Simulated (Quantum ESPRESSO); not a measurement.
Crystal: BaTiO3 (Barioperovskite).

```
CELL_PARAMETERS angstrom
3.98550 0.00000 0.00000
0.00000 2.83690 2.84515
0.00000 -2.83690 2.84515
ATOMIC_POSITIONS crystal
Ba 0.00000 0.00000 0.00000
Ti 0.50000 0.51240 0.51240
O 0.50000 0.99184 0.50524
O 0.50000 0.50524 0.99184
O 0.00000 0.48740 0.48740
```

Base run:

```yaml
Program: Quantum ESPRESSO 7.5
Functional: WC
Potentials_or_basis: GBRV 1.5 PBE
Cutoff: 612 eV
Density_cutoff: 4898 eV
k_mesh: 4 × 4 × 4, shifted
Occupations: fermi-dirac, width 0.05 eV
Spin: no spin polarisation
```

Its results: pressure -2.4 GPa; largest force 0.245 eV/Å; electronic dielectric tensor (diagonal) 6.62, 6.24, 6.16.

Q: The run is repeated on the same cell with these changes: functional from WC to BLYP. What comes out?

A: Pressure 9.2 GPa; largest force 0.242 eV/Å; electronic dielectric tensor (diagonal) 6.44, 6.06, 5.98.

BLYP binds less tightly than WC, so the same cell stands under more pressure.

Caveats: the potentials were made for another functional, which shifts forces and pressure; the cell is more than 3 GPa from zero pressure, which shifts response properties (some runs).
